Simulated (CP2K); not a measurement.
The system is Zn.

```xyz
2
Lattice="2.6700 0.0000 0.0000 -1.3350 2.3123 0.0000 0.0000 0.0000 4.9660" Properties=species:S:1:pos:R:3 pbc="T T T"
Zn    1.3350    0.7708    3.7245
Zn    0.0000    1.5415    1.2415
```

Base run:

| Quantity | Value |
| --- | --- |
| Program | CP2K 2026.2 |
| Functional | r2SCAN |
| Dispersion | D3(BJ) |
| Potentials or basis | POTENTIAL_UZH Zn GTH-SCAN-q12; TZVP-MOLOPT-SCAN-GTH basis |
| Density cutoff | 9184 eV |
| k mesh | 11 × 11 × 6 |
| Occupations | fermi-dirac, width 0.05 eV |
| Spin | no spin polarisation |

Its results: band gap on the k mesh none (metal or under the smearing width); pressure -7.9 GPa.

Question: After a change of settings the same cell gave: band gap on the k mesh none (metal or under the smearing width); pressure -5.9 GPa. Which change was it?
A. dispersion from D3(BJ) to D4
B. dispersion from D3(BJ) to rVV10
C. dispersion from D3(BJ) to none; occupations from fermi-dirac, width 0.05 eV to fermi-dirac, width 0.0259 eV
D. dispersion from D3(BJ) to D3(BJ)+ATM

Answer: C.

Caveats: the basis of atomic orbitals isn't converged, which shifts pressures, moduli and gaps; pairwise dispersion overbinds metals, which lowers pressure and volume (some runs).

Not every run made on this cell is shown here.
